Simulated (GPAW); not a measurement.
**Fe6 on W4 001: parallel and opposed starts**

Does Fe6 on W4 001 prefer parallel or opposed moments, or none?

Program: GPAW 26.7.0. Level of theory: PBE; plane waves with GPAW's PAW setups, scalar-relativistic. Results are calculated unless marked as measured.

## 1. The starting structure

The cell holds 10 atoms: 4 W and 6 Fe. Its edges and angles: a = 3.165 Å, b = 3.165 Å, c = 24.017 Å, α = 90.0°, β = 90.0°, γ = 90.0°. ideal sites on the substrate's mesh, layer spacings from atomic volumes, unrelaxed, 12 A of vacuum. Vacuum lies along c.

## 2. Run 1 (ferro ++++++)

The parallel start comes first: it fits the smallest cell, keeps the most symmetry and shows whether parallel moments form.

Contents of order1.py:

```python
import json
import numpy as np
from ase import Atoms
from ase.parallel import paropen, parprint
from gpaw import GPAW

atoms = Atoms(['W', 'W', 'W', 'W', 'Fe', 'Fe', 'Fe', 'Fe', 'Fe', 'Fe'],
    cell=[[3.165, 0.0, 0.0],
         [0.0, 3.165, 0.0],
         [0.0, 0.0, 24.016801]],
    scaled_positions=[[0.0, 0.0, 0.249825],
         [0.5, 0.5, 0.315707],
         [0.0, 0.0, 0.381589],
         [0.5, 0.5, 0.447471],
         [0.0, 0.0, 0.504936],
         [0.5, 0.5, 0.553984],
         [0.0, 0.0, 0.603032],
         [0.5, 0.5, 0.652079],
         [0.0, 0.0, 0.701127],
         [0.5, 0.5, 0.750175]],
    pbc=True,
    magmoms=[0.0, 0.0, 0.0, 0.0, 2.6, 2.6, 2.6, 2.6, 2.6, 2.6])
atoms.calc = GPAW(mode={'name': 'pw', 'ecut': 450},
    xc='PBE',
    kpts={'size': (18, 18, 1), 'gamma': True},
    occupations={'name': 'fermi-dirac', 'width': 0.05},
    convergence={'density': 1e-05, 'energy': 1e-05},
    maxiter=200,
    mixer={'name': 'pulay', 'beta': 0.03, 'nmaxold': 8, 'weight': 100},
    symmetry={'tolerance': 1e-4},
    txt='order1.txt')
e = atoms.get_potential_energy(force_consistent=True)
res = {'free_energy': e, 'energy_sigma0': atoms.get_potential_energy(), 'fermi_energy': atoms.calc.get_fermi_level()}
res['moments'] = atoms.get_magnetic_moments().tolist()
res['total'] = atoms.get_magnetic_moment()
parprint('site moments (muB):', np.round(res['moments'], 3))
parprint(f"total moment: {res['total']:.3f} muB")
parprint(f'free energy: {e:.6f} eV')
atoms.calc.write('order1.gpw')
with paropen('results.json', 'w') as f:
    json.dump(res, f)
```

Command:

```bash
$ OMP_NUM_THREADS=1 mpirun -n 4 gpaw python order1.py > order1.log
```

Numbers of over 12 decimals in the logs are rounded to 6 here.

The log of the run:

```text
site moments (muB): [ 0.171 -0.026  0.018 -0.203  1.69   2.211  2.208  2.433  2.472  2.89 ]
total moment: 14.110 muB
free energy: -94.730379 eV

--- order1.txt ---
Input parameters:
  mode=PW(ecut=450),
  convergence={'density': 1e-05, 'energy': 1e-05},
  kpts=MonkhorstPack(size=(18, 18, 1), gamma=True),
  maxiter=200,
  mixer=Pulay(name='pulay', nmaxold=8, beta=0.03, weight=100, sigma=0.015, g_ss=None),
  occupations=Occupations(name='fermi-dirac', width=0.05),
  symmetry=Symmetry(tolerance=0.0001),
  xc=XC(name='PBE')

Diagonalizing LCAO Hamiltonian
Converting LCAO to pw mode
   .-------.
  /|       |
 * |       |
 | |       |
 | |       |
 | |       |
 | |       |
 | |       |
 | |  Fe   |
 | |       |
 | |       |
 Fe|  Fe   |
 | |       |
 | |       |
 Fe|  Fe   |
 | |       |
 | |       |
 Fe|       |
 | |  W    |
 | |       |
 | |       |
 W |       |
 | |  W    |
 | |       |
 | |       |
 W |       |
 | |       |
 | |       |
 | |       |
 | |       |
 | .-------.
 |/       /
 *-------*

Atoms  # Å, Bohr magnetons
|   | symbol |        x |        y |         z |    initial magnetic moments |
|---|--------|----------|----------|-----------|-----------------------------|
| 0 |      W | 0.000000 | 0.000000 |  5.999997 | ( 0.0000,  0.0000,  0.0000) |
| 1 |      W | 1.582500 | 1.582500 |  7.582272 | ( 0.0000,  0.0000,  0.0000) |
| 2 |      W | 0.000000 | 0.000000 |  9.164547 | ( 0.0000,  0.0000,  0.0000) |
| 3 |      W | 1.582500 | 1.582500 | 10.746822 | ( 0.0000,  0.0000,  0.0000) |
| 4 |     Fe | 0.000000 | 0.000000 | 12.126947 | ( 0.0000,  0.0000,  2.6000) |
| 5 |     Fe | 1.582500 | 1.582500 | 13.304923 | ( 0.0000,  0.0000,  2.6000) |
| 6 |     Fe | 0.000000 | 0.000000 | 14.482900 | ( 0.0000,  0.0000,  2.6000) |
| 7 |     Fe | 1.582500 | 1.582500 | 15.660852 | ( 0.0000,  0.0000,  2.6000) |
| 8 |     Fe | 0.000000 | 0.000000 | 16.838828 | ( 0.0000,  0.0000,  2.6000) |
| 9 |     Fe | 1.582500 | 1.582500 | 18.016804 | ( 0.0000,  0.0000,  2.6000) |

Unit cell  # Å
| periodic |        x |        y |         z |   lengths |    angles |
|----------|----------|----------|-----------|-----------|-----------|
|      yes | 3.165000 | 0.000000 |  0.000000 |  3.165000 | 90.000000 |
|      yes | 0.000000 | 3.165000 |  0.000000 |  3.165000 | 90.000000 |
|      yes | 0.000000 | 0.000000 | 24.016801 | 24.016801 | 90.000000 |

Number of symmetries: 8

BZ-sampling:
  Number of BZ points: 324
  Number of IBZ points: 55

  Monkhorst-Pack size: [18, 18, 1]
  Monkhorst-Pack shift: [0.027778, 0.027778, 0.0]

K-points  # in reciprocal-cell coordinates
|     |                                coordinates |     weight |
|-----|--------------------------------------------|------------|
|   0 | ( -0.00000000,  -0.00000000,   0.00000000) | 0.00308642 |
|   1 | (  0.05555556,  -0.00000000,   0.00000000) | 0.01234568 |
|   2 | (  0.05555556,   0.05555556,   0.00000000) | 0.01234568 |
|   3 | (  0.11111111,  -0.00000000,   0.00000000) | 0.01234568 |
|   4 | (  0.11111111,   0.05555556,   0.00000000) | 0.02469136 |
|   5 | (  0.11111111,   0.11111111,   0.00000000) | 0.01234568 |
|   6 | (  0.16666667,  -0.00000000,   0.00000000) | 0.01234568 |
|   7 | (  0.16666667,   0.05555556,   0.00000000) | 0.02469136 |
|   8 | (  0.16666667,   0.11111111,   0.00000000) | 0.02469136 |
|   9 | (  0.16666667,   0.16666667,   0.00000000) | 0.01234568 |
| ... |                                            |            |
|  54 | (  0.50000000,   0.50000000,   0.00000000) | 0.00308642 |

Plane wave coefficients: 5267
Cutoff: 450.000000 eV

Spin-components: 2 (collinear spins)
Bands:           76
Projectors:      60
Spin-degeneracy: 1
Datatype:        complex128

Parallelization:
  kpt:    4
  domain: 1
  band:   1

Density:
  Valence electrons: 104.0
  Components: 2
  Grid points: [ 16  16 120]
  Charge: 0.0  # |e|

Potential:
  Grid points: [ 16  16 120]

species:
  W:
    name:    Tungsten
    Z:       74.0
    valence: 14
    core:    60
    charge:  0.0  # [|e|]
    compensation charges:
      type: gauss
      rc: 0.40  # [Å]
      lmax: 2
    cutoffs:
      filter: 2.36  # [Å]
      core: 3.02  # [Å]
    projectors
    | kind |    occ | energy [eV] | rcut [Å] |
    |------|--------|-------------|----------|
    |   5s |  2.000 |     -78.830 |    1.344 |
    |   6s |  2.000 |      -5.697 |    1.344 |
    |   5p |  6.000 |     -43.233 |    1.355 |
    |   6p |  0.000 |      -1.367 |    1.355 |
    |   5d |  4.000 |      -4.494 |    1.228 |
    |    d |        |      22.717 |    1.228 |

    Using partial waves for W as LCAO basis

  Fe:
    name:    Iron
    Z:       26.0
    valence: 8
    core:    18
    charge:  0.0  # [|e|]
    compensation charges:
      type: gauss
      rc: 0.33  # [Å]
      lmax: 2
    cutoffs:
      filter: 2.06  # [Å]
      core: 2.67  # [Å]
    projectors
    | kind |    occ | energy [eV] | rcut [Å] |
    |------|--------|-------------|----------|
    |   4s |  2.000 |      -5.291 |    1.164 |
    |   4p |  0.000 |      -1.326 |    1.058 |
    |   3d |  6.000 |      -7.505 |    1.058 |
    |    s |        |      21.920 |    1.164 |
    |    p |        |      25.885 |    1.058 |
    |    d |        |      19.706 |    1.058 |

    Using partial waves for Fe as LCAO basis

Reference energy: -1962803.414220  # eV

eigensolver:
  PPCG
  Converge bands: occupied
  niter=2

density mixing:
  Pulay-Mixer
  Linear mixing parameters: 0.03
  Old densities: 8
  Fourier metric: weight=100, sigma=0.015

occupation numbers:
  Fermi-Dirac:
    width: 0.0500  # eV

poisson solver:
  ecut: 3600.000000  # eV

xc functional:
  name: PBE with 2 nearest neighbor stencil

convergence criteria:
- Maximum integral of absolute [dens]ity change: 1e-05 electrons / valence electron
- Maximum [total energy] change in last 3 cyles: 1e-05 eV / valence electron
- Maximum integral of absolute [eigenst]ate change: 4e-08 eV^2 / valence electron
maximum number of iterations: 200

SCF iterations
|iter     |      energy | eigst |  dens |  magmom |
|---------|-------------|-------|-------|---------|
|iter:   1|       0s | -106.450881 | +0.28 |       | +15.6231|
|iter:   2|      10s | -179.728888 | +0.19 | -0.72 | +15.4750|
|iter:   3|      21s |  -98.801141 | -0.67 | -0.36 | +15.4365|
|iter:   4|      31s |  -96.099775 | -1.75 | -0.88 | +15.4036|
|iter:   5|      41s |  -95.886609 | -2.79 | -1.05 | +15.3846|
|iter:   6|      52s |  -95.043186 | -2.04 | -1.06 | +15.2740|
|iter:   7|      62s |  -94.647154 | -2.17 | -1.13 | +15.1711|
|iter:   8|      73s |  -94.450931 | -2.33 | -1.19 | +15.0810|
|iter:   9|      83s |  -94.369234 | -2.33 | -1.24 | +14.9569|
|iter:  10|      94s |  -94.355014 | -2.32 | -1.31 | +14.8198|
[... 53 iterations left out ...]
|iter:  64|     600s |  -94.680559c| -8.27c| -4.59 | +14.1086|
|iter:  65|     605s |  -94.680560c| -8.28c| -4.64 | +14.1086|
|iter:  66|     610s |  -94.680562c| -8.32c| -4.65 | +14.1087|
|iter:  67|     615s |  -94.680562c| -8.66c| -4.72 | +14.1088|
|iter:  68|     620s |  -94.680564c| -8.42c| -4.75 | +14.1089|
|iter:  69|     626s |  -94.680565c| -8.65c| -4.83 | +14.1090|
|iter:  70|     631s |  -94.680566c| -8.68c| -4.88 | +14.1091|
|iter:  71|     636s |  -94.680567c| -8.79c| -4.94 | +14.1093|
|iter:  72|     641s |  -94.680567c| -9.01c| -5.00 | +14.1094|
|iter:  73|     647s |  -94.680568c| -8.92c| -5.02c| +14.1095|

Converged in 73 steps
Energy contributions relative to reference atoms: (reference = -1962803.414220)

Energy contributions:
  Kinetic:          55.527674
  Coulomb:         -55.656726
  Zero:              0.806821
  External:          0.000000
  Xc:              -95.308525
  Entropy:          -0.099622
  Spinorbit:         0.000000
  ----------------------------
  Free energy:     -94.730379
  Extrapolated:    -94.680568

dipole moment: (-46.848695, -46.848695, 0.027066)  # |e|*Ang

Total magnetic moment: (0.000000, 0.000000, 14.109508)

Local magnetic moments
|        x |        y |         z |
|----------|----------|-----------|
| 0.000000 | 0.000000 |  0.170573 |  # W    0
| 0.000000 | 0.000000 | -0.025765 |  # W    1
| 0.000000 | 0.000000 |  0.018120 |  # W    2
| 0.000000 | 0.000000 | -0.203414 |  # W    3
| 0.000000 | 0.000000 |  1.689667 |  # Fe   4
| 0.000000 | 0.000000 |  2.210978 |  # Fe   5
| 0.000000 | 0.000000 |  2.208234 |  # Fe   6
| 0.000000 | 0.000000 |  2.433079 |  # Fe   7
| 0.000000 | 0.000000 |  2.472352 |  # Fe   8
| 0.000000 | 0.000000 |  2.890102 |  # Fe   9

Fermi level: 4.943
Eigenvalues  # (at kpt = [-0.000, -0.000, 0.000])
| band index |      eig [eV] | occ [0-1] |      eig [eV] | occ [0-1] |
|------------|---------------|-----------|---------------|-----------|
|          0 |       -68.842 |     1.000 |       -68.885 |     1.000 |
|        ... |               |           |               |           |
|         47 |         3.505 |     1.000 |         4.904 |     0.689 |
|         48 |         3.805 |     1.000 |         5.320 |     0.001 |
|         49 |         3.937 |     1.000 |         5.320 |     0.001 |
|         50 |         3.960 |     1.000 |         5.437 |     0.000 |
|         51 |         3.960 |     1.000 |         5.516 |     0.000 |
|         52 |         4.121 |     1.000 |         5.703 |     0.000 |
|         53 |         4.121 |     1.000 |         5.711 |     0.000 |
|         54 |         4.378 |     1.000 |         5.711 |     0.000 |
|         55 |         4.425 |     1.000 |         6.182 |     0.000 |
|         56 |         4.600 |     0.999 |         6.182 |     0.000 |
|         57 |         4.640 |     0.998 |         6.213 |     0.000 |
|         58 |         4.673 |     0.996 |         6.304 |     0.000 |
|         59 |         4.678 |     0.995 |         6.401 |     0.000 |
|         60 |         4.678 |     0.995 |         6.720 |     0.000 |
|         61 |         5.055 |     0.097 |         6.799 |     0.000 |
|        ... |               |           |               |           |
|         75 |        10.270 |     0.000 |        10.814 |     0.000 |

No gap
No difference between direct/indirect transitions
```

The job ended after 11 min (4 MPI ranks of AMD EPYC 7B13 (Zen 3), shared host; peak memory 1.7 GiB; 45 min of CPU time).

Spin moment in the augmentation sphere by atom:

| atom | spin moment in the augmentation sphere (μB) |
| --- | --- |
| W1 | 0.17 |
| W2 | -0.03 |
| W3 | 0.02 |
| W4 | -0.20 |
| Fe5 | 1.69 |
| Fe6 | 2.21 |
| Fe7 | 2.21 |
| Fe8 | 2.43 |
| Fe9 | 2.47 |
| Fe10 | 2.89 |

Numbers from this step:

- magnetization: 14.11 μB
- final state: ferromagnetic

After 73 cycles the largest moment stands at 2.89 μB.

[end of part 1 of 2]

[Logs and program files are shortened in this print: banners, set-up blocks, solver, clock and traceback lines can be left out without a mark of their own.]

[Logs are printed without paths, hosts, clocks, repeated set-up lines and the standing remarks that a program may print on its own settings, such as how far it seeks lower states.]

[Hosts, paths, dates, database ids (printed as entryN), source tags and the programs' standing remarks are cut or masked in the printed files.]

[Where a cell is said to come from a database of computed structures, the database is the Materials Project.]
